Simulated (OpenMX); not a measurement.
Rh:

```
CELL_PARAMETERS angstrom
0.00000 1.89785 1.89785
1.89785 0.00000 1.89785
1.89785 1.89785 0.00000
ATOMIC_POSITIONS crystal
Rh 0.00000 0.00000 0.00000
```

Base run:

* Program: OpenMX 3.8.5
* Functional: LDA
* Potentials or basis: OpenMX 2013 LDA set, Rh7.0-s3p2d2f1, grid cutoff 400 Ry
* k mesh: 13 × 13 × 13
* Occupations: fermi-dirac, width 0.05 eV
* Spin: no spin polarisation

Its results: pressure -7.5 GPa.

Task: The run is repeated on the same cell with these changes: potentials or basis from OpenMX 2013 LDA set, Rh7.0-s3p2d2f1, grid cutoff 400 Ry to OpenMX 2013 LDA set, Rh7.0-s3p2d2, grid cutoff 400 Ry; k mesh from 13 × 13 × 13 to 9 × 9 × 9. What comes out?

Result: Pressure -2.4 GPa.

Caveats: the basis of atomic orbitals isn't converged, which shifts pressures, moduli and gaps.

Not every run made on this cell is shown here.
